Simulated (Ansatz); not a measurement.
# ZrSe2 (CdI2 type): how the settings move a single-point run

Aim: see which settings change the result for ZrSe2 (CdI2 type), by how much, and at what cost.

Program: Ansatz 0.2.0. Level of theory: reference: DFT PBE, scalar-relativistic, plane waves, PAW. These are calculated values, not measurements.

3 further runs of the same task are left out: 1 that didn't finish, 2 set aside as unsound or not needed. Runs told in other sessions of the task aren't counted.

### 1 The starting structure

It takes space group P-3m1 (No. 164, trigonal). The conventional cell has a = 3.799 Å, b = 3.799 Å, c = 6.821 Å, α = 90.00°, β = 90.00°, γ = 120.00°. Around Zr (site symmetry -3m) lie 6 Se at 2.70 Å. Se (site symmetry 3m) is surrounded by 3 Zr at 2.70 Å.

Coordinates:

```
CELL_PARAMETERS angstrom
3.79887 0.00000 0.00000
-1.89944 3.28992 0.00000
0.00000 0.00000 6.82145
ATOMIC_POSITIONS crystal
Zr 0.00000 0.00000 0.00000
Se 0.33333 0.66667 0.23203
Se 0.66667 0.33333 0.76797
```

### 2 The reference run

Input file input.yaml:

```yaml
crystal:
  lattice:
    - [3.7988724335, 0.0, 0.0]
    - [-1.8994362167, 3.2899200331, 0.0]
    - [0.0, 0.0, 6.8214496664]
  atoms:
    - { symbol: Zr, position: [0.0, 0.0, 0.0] }
    - { symbol: Se, position: [0.3333333333, 0.6666666667, 0.2320287056] }
    - { symbol: Se, position: [0.6666666667, 0.3333333333, 0.7679712944] }
basis:
  ecutwfc: 420
  ecutrho_ratio: 4
kpoints:
  mp_grid: { grid: [10, 10, 6] }
  band_path:
    path:
      - [[0.0, 0.0, 0.0], [0.5, 0.0, 0.0], [0.33333333, 0.33333333, 0.0], [0.0, 0.0, 0.0], [0.0, 0.0, 0.5], [0.5, 0.0, 0.5], [0.33333333, 0.33333333, 0.5], [0.0, 0.0, 0.5]]
      - [[0.5, 0.0, 0.5], [0.5, 0.0, 0.0]]
      - [[0.33333333, 0.33333333, 0.5], [0.33333333, 0.33333333, 0.0]]
    npoints: 14
hamiltonian:
  xc: pbe
scf:
  occupations: { method: gaussian, width: 0.05 }
  n_extra_bands: 13
output:
  forces: true
  stress: true
  eigenvalues: true
  populations: true
  dos: { projected: true, de: 0.02, nscf_kmesh: { grid: [15, 15, 9] } }
  bader: true
  write_density: true
  write_potential: true
  elf: true
  volumetric_format: npy
```

Command:

```sh
ansatz run input.yaml --threads 2 --pin off --max-ram 2662MiB --backend cpu --events-out ev --progress --plain --runs-dir out
```

### 3 Changing settings: ecutwfc 14.7 Ry

Input file input.yaml:

```yaml
crystal:
  lattice:
    - [3.798872433473, -2.886758014883e-11, 0.0]
    - [-1.899436216711, 3.289920033138, 0.0]
    - [0.0, 0.0, 6.8214496664]
  atoms:
    - { symbol: Zr, position: [0.0, 0.0, 0.0] }
    - { symbol: Se, position: [0.3333333333333, 0.6666666666667, 0.2320287056] }
    - { symbol: Se, position: [0.6666666666667, 0.3333333333333, 0.7679712944] }
basis:
  ecutwfc: "14.7 Ry"
  ecutrho_ratio: 4
kpoints:
  mp_grid: { grid: [10, 10, 6] }
hamiltonian:
  xc: pbe
scf:
  occupations: { method: gaussian, width: 0.05 }
output:
  forces: true
  stress: true
  write_density: true
  write_potential: true
  elf: true
  volumetric_format: npy
```

### 4 Variant: chi_scale 0.1

Input file input.yaml:

```yaml
crystal:
  lattice:
    - [3.798872433473, -2.886758014883e-11, 0.0]
    - [-1.899436216711, 3.289920033138, 0.0]
    - [0.0, 0.0, 6.8214496664]
  atoms:
    - { symbol: Zr, position: [0.0, 0.0, 0.0] }
    - { symbol: Se, position: [0.3333333333333, 0.6666666666667, 0.2320287056] }
    - { symbol: Se, position: [0.6666666666667, 0.3333333333333, 0.7679712944] }
basis:
  ecutwfc: 420
  ecutrho_ratio: 4
kpoints:
  mp_grid: { grid: [10, 10, 6] }
hamiltonian:
  xc: pbe
scf:
  occupations: { method: gaussian, width: 0.05 }
  initial_density: { chi_scale: 0.1 }
output:
  forces: true
  stress: true
```

### 5 Changed: basis.precision f64, eigensolver.kind davidson, accuracy high

Input file input.yaml:

```yaml
crystal:
  lattice:
    - [3.798872433473, -2.886758014883e-11, 0.0]
    - [-1.899436216711, 3.289920033138, 0.0]
    - [0.0, 0.0, 6.8214496664]
  atoms:
    - { symbol: Zr, position: [0.0, 0.0, 0.0] }
    - { symbol: Se, position: [0.3333333333333, 0.6666666666667, 0.2320287056] }
    - { symbol: Se, position: [0.6666666666667, 0.3333333333333, 0.7679712944] }
basis:
  ecutwfc: 420
  ecutrho_ratio: 4
  precision: f64
kpoints:
  mp_grid: { grid: [10, 10, 6] }
hamiltonian:
  xc: pbe
scf:
  occupations: { method: gaussian, width: 0.05 }
  eigensolver: { kind: davidson }
output:
  forces: true
  stress: true
accuracy: high
```

Before running it: what results should come out? Wanted: for each run, ending; energy change; pressure; gap; force.

**Answer**, as computed:

```csv
run,ending,energy change,pressure (GPa),gap (eV),force (eV/Å),cycles,time
reference,converged,0,0.0,0.41,0.00,6,37 s
1: ecutwfc 14.7 Ry,converged,+2.37 eV/atom,0.2,0.45,0.04,8,2.4 s
2: chi_scale 0.1,converged,0.0 meV/atom,0.0,0.41,0.00,10,5.3 s
"3: basis.precision f64, eigensolver.kind davidson, accuracy high",converged,0.0 meV/atom,0.0,0.41,0.00,10,6.9 s
```

Times don't compare one to one where runs were asked for different outputs or read a saved state (see the inputs); cycles may leave out searches for a lower state.

Residual by cycle in the longest SCF loop of each run; runs are numbered as in the table. The quantity is the density residual dr2, in eV.

```csv
cycle,reference,run 1,run 2,run 3
1,0.00165,0.148,22.4,0.00141
2,3.2e-4,0.0868,2.32,2.2e-4
3,7.4e-5,0.0244,0.187,3.4e-5
4,2.1e-5,0.00254,0.0229,3.3e-6
5,1.8e-6,1.3e-4,0.00393,6.7e-7
6,3.0e-8,2.1e-6,9.6e-5,5.6e-8
7,-,1.6e-7,9.3e-6,9.5e-9
8,-,1.6e-9,4.5e-6,1.1e-9
9,-,-,1.2e-7,7.4e-11
10,-,-,1.2e-8,1.8e-11
```

**Reading.** Of the converged runs whose energies compare with the reference's, «ecutwfc 14.7 Ry» moves the energy most (+2.37 eV/atom). Run 1 ran under the cutoff that the potentials recommend, as the log warns, so basis error is mixed into its values.

The gaps are Kohn-Sham values of a semilocal functional, not quasiparticle or optical gaps. Such gaps usually fall short of the measured ones.
